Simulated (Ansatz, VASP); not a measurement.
**I in VASP and in Ansatz**

```xyz
1
Lattice="0.0000 2.2832 3.9420 2.2787 0.0000 3.9420 2.2787 2.2832 0.0000" Properties=species:S:1:pos:R:3 pbc="T T T"
I     0.0000    0.0000    0.0000
```

Alike in both runs: functional r2SCAN; k mesh 14 × 14 × 14; occupations gaussian, width 0.1 eV; no spin polarisation.

Ansatz relaxed the structure, and its values are those at the end. VASP's run is a single point on that final structure, the one shown.

```csv
,VASP,Ansatz
version,VASP 6.6.1,Ansatz 0.2.0
potentials or method,"VASP PAW PBE potentials, release 64 (I)","scalar-relativistic, plane waves, PAW"
plane-wave cutoff (eV),520,500
valence electrons in the cell,7,17
```

```csv
,VASP,Ansatz,Ansatz less VASP
gap on the k mesh at the Fermi level (eV),none,none,-
pressure (GPa),0.0,0.0,+0.03
```

A gap of «none» marks a metal or a gap that the smearing closes. The two sets of potentials don't hold the same shells in valence.

Caveats: the PAW data sets were made with another functional, which shifts forces and pressure a little (VASP); an odd number of electrons without spin polarisation forces a metal; a magnetic or distorted state may lie lower. Spin-orbit coupling is left out, which matters for the levels of I.
